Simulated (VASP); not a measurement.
Runs of VASP 6.6.1 on In. The structure is tetragonal, space group I4/mmm (No. 139). Conventional cell: a = 3.189 Å, b = 3.189 Å, c = 5.023 Å, α = 90.00°, β = 90.00°, γ = 90.00°. Around In (site symmetry 4/mmm) lie 12 In at 3.19 to 3.38 Å. 

```tsv
task	level	potentials or basis	spin	cell	cutoff (eV)	k mesh for the DOS	occupations for the DOS	pressure (GPa)
band structure	PBE	VASP PAW PBE potentials, release 64 (In_d)	off	I4/mmm, 25.54 Å³/atom	520	-	-	3.1
band structure	r2SCAN	VASP PAW PBE potentials, release 64 (In_d)	off	I4/mmm, 25.54 Å³/atom	520	-	-	1.3
band structure	LDA	VASP PAW LDA potentials, release 64 (In_d)	off	I4/mmm, 25.54 Å³/atom	520	-	-	(a)
band structure	PBE	VASP PAW PBE potentials, release 64 (In_d)	SOC, no magnetisation	I4/mmm, 25.54 Å³/atom	520	-	-	3.0
relaxation of cell and atoms	PBEsol	VASP PAW PBE potentials, release 64 (In_d)	off	relaxed	600	-	-	0.0
```

Alike in all rows: k mesh 16 × 16 × 16; smearing methfessel-paxton 0.1 eV.

Q: Estimate the missing entries.

A: (a) -1.7.

Caveats: the PAW data sets were made with another functional, which shifts forces and pressure a little (some runs).
